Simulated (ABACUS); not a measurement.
# BaS under changes of volume

One of the cells (32.576 Å³/atom); the others are scaled copies at fixed shape and fractional positions:

```
CELL_PARAMETERS angstrom
0.00000 3.19375 3.19375
3.19375 0.00000 3.19375
3.19375 3.19375 0.00000
ATOMIC_POSITIONS crystal
Ba 0.00000 0.00000 0.00000
S 0.50000 0.50000 0.50000
```

```yaml
Program: ABACUS 3.10.1
Functional: PBE
Potentials_or_basis: PseudoDojo NC SR 0.4.1 PBE standard
Cutoff: 776 eV
Density_cutoff: 3102 eV
Basis: plane waves
k_mesh: 7 × 7 × 7
Occupations: fermi-dirac, width 0.05 eV
Spin: no spin polarisation
```

```csv
volume (Å³/atom),energy over the lowest point (meV/atom),pressure (GPa),gap on the mesh (eV)
30.622,35.28,4.4,2.10
31.273,19.90,3.2,2.14
31.925,9.21,2.1,2.17
32.576,2.72,1.1,2.21
33.228,0.00,0.2,2.24
33.879,?,?,?
34.531,4.40,-1.3,2.29
```

Q: What does the run at 33.879 Å³/atom give?

A: Energy over the lowest point 0.68 meV/atom; pressure -0.6 GPa; gap on the mesh 2.26 eV.

Worked out: A Birch-Murnaghan fit of order 3 (a polynomial in V^(-2/3)) to the other rows has its minimum at 33.41 Å³/atom with B0 = V·E''(V) = 41 GPa and B' = 4.5. It gives 0.68 meV/atom at 33.879 Å³/atom, against the run's 0.68, and -dE/dV = -0.6 GPa, against -0.6. A straight line through the other rows of the gap, of slope 1.59 eV per unit of ln V, gives 2.27 eV, against the run's 2.26.

Energies are extrapolated to zero smearing.

Caveats: this release of the barium file is off; spin-orbit coupling is left out, which moves the levels of the heavy elements; an odd mesh through Γ misses points on the zone boundary, where band edges often lie.
